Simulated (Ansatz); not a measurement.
# ZrN (rocksalt type): the cost of one run

Method: DFT, PBE, PAW with Ansatz's default frozen-core files, scalar-relativistic, in Ansatz 0.2.0.

## 1. The structure to begin with

The structure is cubic, space group Fm-3m (No. 225). The conventional cell has a = 4.309 Å, b = 4.309 Å, c = 4.309 Å, α = 90.00°, β = 90.00°, γ = 90.00°. Zr (site symmetry m-3m) has 6 N at 2.15 Å as nearest neighbours. N (site symmetry m-3m) is surrounded by 6 Zr at 2.15 Å.

As a file:

```cif
data_structure
_symmetry_space_group_name_H-M 'Fm-3m'
_symmetry_Int_Tables_number 225
_cell_length_a 4.3089
_cell_length_b 4.3089
_cell_length_c 4.3089
_cell_angle_alpha 90.000
_cell_angle_beta 90.000
_cell_angle_gamma 90.000
_cell_volume 80.00
loop_
_atom_site_label
_atom_site_type_symbol
_atom_site_symmetry_multiplicity
_atom_site_Wyckoff_symbol
_atom_site_fract_x
_atom_site_fract_y
_atom_site_fract_z
_atom_site_occupancy
Zr1 Zr 4 a 0.00000 0.00000 0.00000 1
N1 N 4 b 0.50000 0.00000 0.00000 1
```

The file gives the conventional cell by its symmetry; the runs use the cell typed in the input.

Atoms are numbered in the order of the input: Zr1, N2.

## 2. Cell relaxed at zero pressure, PAW

input.yaml reads:

```yaml
crystal:
  lattice:
    - [0.0, 2.15443469, 2.15443469]
    - [2.15443469, 0.0, 2.15443469]
    - [2.15443469, 2.15443469, 0.0]
  atoms:
    - { symbol: Zr, position: [0.0, 0.0, 0.0] }
    - { symbol: "N", position: [0.5, 0.5, 0.5] }
kpoints:
  mp_grid: { grid: [16, 16, 16] }
scf:
  occupations: { method: fermi_dirac, width: 0.1 }
hamiltonian:
  xc: pbe
  pseudopotentials: { kind: paw }
output:
  forces: true
  stress: true
relax:
  f_tol: 0.005
  max_steps: 40
  cell: {}
```

Started as:

```console
$ ansatz run input.yaml --threads 1 --pin off --max-ram 3584MiB --backend cpu --events-out ev --progress --plain --runs-dir out
```

**Question.** How long does this run take on 1 thread of Arm Neoverse V1, shared host, and how much memory does it need?

About 22 s, with a peak of 0.34 GiB.
